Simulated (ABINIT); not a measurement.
# PbSe (Clausthalite) (Fm-3m) in ABINIT: a series of runs

Aim: see how the results for PbSe (Clausthalite) move with the level of theory and the settings. Levels: AM05, LDA-VWN, r2SCAN, HCTH407. Tasks: equation of state, band structure.

Everything below comes from runs of ABINIT 10.8.3 (patched build). Logs are shortened: lines on timing, memory, paths and dates and some standing lists are left out, and cuts for length are marked. The log counts tension as positive stress, the text compression.

**Measured values to compare with.**

A printed reference work, monograph reports, for a bulk crystal of PbSe at 4.2 K: band gap 0.15 eV (direct).

The results are compared with them further down.

## (1) Starting point

Symmetry: Fm-3m, No. 225, cubic system. Conventional cell: a = 6.121 Å, b = 6.121 Å, c = 6.121 Å, α = 90.00°, β = 90.00°, γ = 90.00°. Pb (site symmetry m-3m) has 6 Se at 3.06 Å as nearest neighbours. Se (site symmetry m-3m) has 6 Pb at 3.06 Å as nearest neighbours.

## (2) Equation of state, AM05

File run.abi:

```
# Datasets: one volume each
ndtset 7
getwfk -1
scalecart1 3*0.9795861087
scalecart2 3*0.9864848297
scalecart3 3*0.9932883884
scalecart4 3*1.0000000000
scalecart5 3*1.0066227096
scalecart6 3*1.0131594038
scalecart7 3*1.0196128224

# Pseudopotentials
pp_dirpath "./"
pseudos "Pb.GGA_PBE-JTH_sp.xml, Se.GGA_PBE-JTH.xml"

# Structure
acell 3*1.0
rprim
     0.0000000000     5.7837902633     5.7837902633
     5.7837902633     0.0000000000     5.7837902633
     5.7837902633     5.7837902633     0.0000000000
ntypat 2
znucl 82 34
natom 2
typat 1 2
xred
     0.0000000000     0.0000000000     0.0000000000
     0.5000000000     0.5000000000     0.5000000000

# Plane-wave basis
ecut 408.170794 eV
pawecutdg 30.0

# k points
kptopt 1
ngkpt 8 8 8
nshiftk 1
shiftk 0.0 0.0 0.0

# Exchange and correlation
ixc -120135

# Bands and occupations
nband 9
occopt 3
tsmear 0.05 eV

# SCF cycle
nstep 100
tolvrs 1.0e-9

# Output
iomode 3
prtwf 1
prtden 0
prteig 0
prtebands 0
enunit 1
```

Potentials or basis: JTH PAW PBE v2.0 sp.

Command:

```sh
$ abinit run.abi > log 2>&1
```

run.abo:

```text
.Version 10.8.3 of ABINIT
 DATASET    1 : space group Fm -3 m (#225); Bravais cF (face-center cubic)
================================================================================
 Values of the parameters that define the memory need for DATASET  1.
     intxc =       0    ionmov =       0      iscf =      17    lmnmax =      13
     lnmax =       5     mgfft =      30  mpssoang =       3    mqgrid =    3001
     natom =       2  nloc_mem =       2    nspden =       1   nspinor =       1
    nsppol =       1      nsym =      48    n1xccc =       1    ntypat =       2
    occopt =       3   xclevel =       2
       mpw =        1036          nfft =       27000          nkpt =          29
 PAW method is used; the additional fine FFT grid is defined by:
   mgfftf=        40    nfftf =     64000
================================================================================
================================================================================
[... 71 lines left out ...]
 DATASET    7 : space group Fm -3 m (#225); Bravais cF (face-center cubic)
================================================================================
 Values of the parameters that define the memory need for DATASET  7.
     intxc =       0    ionmov =       0      iscf =      17    lmnmax =      13
     lnmax =       5     mgfft =      30  mpssoang =       3    mqgrid =    3001
     natom =       2  nloc_mem =       2    nspden =       1   nspinor =       1
    nsppol =       1      nsym =      48    n1xccc =       1    ntypat =       2
    occopt =       3   xclevel =       2
       mpw =        1155          nfft =       27000          nkpt =          29
 PAW method is used; the additional fine FFT grid is defined by:
   mgfftf=        45    nfftf =     91125
================================================================================
================================================================================

--------------------------------------------------------------------------------
------------- Echo of variables that govern the present computation ------------
--------------------------------------------------------------------------------
 -outvars: echo values of preprocessed input variables --------
            acell      1.0000000000E+00  1.0000000000E+00  1.0000000000E+00 Bohr
              amu      2.07200000E+02  7.89600000E+01
             ecut      1.50000000E+01 Hartree
           enunit           1
           getwfk          -1
              ixc     -120135
           jdtset        1    2    3    4    5    6    7
         kptrlatt        8    0    0      0    8    0      0    0    8
          kptrlen1     6.41003113E+01
          kptrlen2     6.45517368E+01
          kptrlen3     6.49969353E+01
          kptrlen4     6.54361171E+01
          kptrlen5     6.58694815E+01
          kptrlen6     6.62972173E+01
          kptrlen7     6.67195040E+01
            natom           2
[... 119 lines left out ...]
 getcut: wavevector=  0.0000  0.0000  0.0000  ngfft=  40  40  40
         ecut(hartree)=     30.000   => boxcut(ratio)=   2.02472

--- Pseudopotential description ------------------------------------------------
- pspini: atom type   1  psp file is ./Pb.GGA_PBE-JTH_sp.xml
 Pseudopotential format is: paw10
 basis_size (lnmax)=  5 (lmn_size= 13), orbitals=   0   0   1   1   2
 Spheres core radius: rc_sph= 2.91365156
 Shapefunction is SIN type: shapef(r)=[sin(pi*r/rshp)/(pi*r/rshp)]**2
 Radius for shape functions =  2.21205640
 Compensation charge density is not taken into account in XC energy/potential

- pspini: atom type   2  psp file is ./Se.GGA_PBE-JTH.xml
 Pseudopotential format is: paw10
 basis_size (lnmax)=  4 (lmn_size=  8), orbitals=   0   0   1   1
 Spheres core radius: rc_sph= 2.21132333
 Shapefunction is BESSEL type: shapef(r,l)=aa(1,l)*jl(q(1,l)*r)+aa(2,l)*jl(q(2,l)*r)
 Radius for shape functions =  2.00656599
 Compensation charge density is not taken into account in XC energy/potential

   7.20428178E+02                                ecore*ucvol(ha*bohr**3)
--------------------------------------------------------------------------------

================================================================================

--- !BeginCycle
iteration_state: {dtset: 1, }
solver: {iscf: 17, nstep: 100, nline: 4, wfoptalg: 10, }
tolerances: {tolvrs: 1.00E-09, }
...
[... 1183 lines left out ...]
-Cartesian components of stress tensor (GPa)         [Pressure= -2.5742E+00 GPa]
- sigma(1 1)=  2.57415855E+00  sigma(3 2)=  0.00000000E+00
- sigma(2 2)=  2.57415855E+00  sigma(3 1)=  0.00000000E+00
- sigma(3 3)=  2.57415855E+00  sigma(2 1)=  0.00000000E+00

== END DATASET(S) ==============================================================
================================================================================

 -outvars: echo values of variables after computation  --------
            acell      1.0000000000E+00  1.0000000000E+00  1.0000000000E+00 Bohr
           etotal1    -1.3302329597E+01
           etotal2    -1.3303154224E+01
           etotal3    -1.3303637186E+01
           etotal4    -1.3303819332E+01
           etotal5    -1.3303724646E+01
           etotal6    -1.3303378023E+01
           etotal7    -1.3302812447E+01
            fcart1    -0.0000000000E+00 -0.0000000000E+00 -0.0000000000E+00
                      -0.0000000000E+00 -0.0000000000E+00 -0.0000000000E+00
            fcart2    -0.0000000000E+00 -0.0000000000E+00 -0.0000000000E+00
                      -0.0000000000E+00 -0.0000000000E+00 -0.0000000000E+00
            fcart3    -0.0000000000E+00 -0.0000000000E+00 -0.0000000000E+00
                      -0.0000000000E+00 -0.0000000000E+00 -0.0000000000E+00
            fcart4    -0.0000000000E+00 -0.0000000000E+00 -0.0000000000E+00
                      -0.0000000000E+00 -0.0000000000E+00 -0.0000000000E+00
            fcart5    -0.0000000000E+00 -0.0000000000E+00 -0.0000000000E+00
                      -0.0000000000E+00 -0.0000000000E+00 -0.0000000000E+00
[... 38 lines left out ...]
                       0.0000000000E+00  0.0000000000E+00  0.0000000000E+00
           xangst1     0.0000000000E+00  0.0000000000E+00  0.0000000000E+00
                       2.9981702215E+00  2.9981702215E+00  2.9981702215E+00
           xangst2     0.0000000000E+00  0.0000000000E+00  0.0000000000E+00
                       3.0192847920E+00  3.0192847920E+00  3.0192847920E+00
           xangst3     0.0000000000E+00  0.0000000000E+00  0.0000000000E+00
                       3.0401081039E+00  3.0401081039E+00  3.0401081039E+00
           xangst4     0.0000000000E+00  0.0000000000E+00  0.0000000000E+00
                       3.0606499979E+00  3.0606499979E+00  3.0606499979E+00
           xangst5     0.0000000000E+00  0.0000000000E+00  0.0000000000E+00
                       3.0809197940E+00  3.0809197940E+00  3.0809197940E+00
           xangst6     0.0000000000E+00  0.0000000000E+00  0.0000000000E+00
                       3.1009263271E+00  3.1009263271E+00  3.1009263271E+00
           xangst7     0.0000000000E+00  0.0000000000E+00  0.0000000000E+00
                       3.1206779827E+00  3.1206779827E+00  3.1206779827E+00
             xred      0.0000000000E+00  0.0000000000E+00  0.0000000000E+00
                       5.0000000000E-01  5.0000000000E-01  5.0000000000E-01
 Calculation completed.
```

It took 57 s on 1 thread of AMD EPYC 9R14 (Zen 4), shared host; peak memory 0.15 GiB.

What came out:

```
Equilibrium volume                      : 28.75 Å³/atom
Bulk modulus                            : 52 GPa
Pressure derivative of the bulk modulus : 4.2
```

Energy against volume, from the lowest point:
| volume (Å³/atom) | energy (meV/atom) |
| --- | --- |
| 26.951 | 20.27 |
| 27.524 | 9.05 |
| 28.097 | 2.48 |
| 28.671 | 0.00 |
| 29.244 | 1.29 |
| 29.818 | 6.00 |
| 30.391 | 13.70 |

Caveat: pressures at fixed basis lie under the slope of the energies; the PAW data sets were made with another functional, which shifts forces and pressure a little; this set keeps more shells in the core, which shifts pressures and gaps. Spin-orbit coupling is left out, which matters for the levels of Pb.

[end of part 1 of 2]
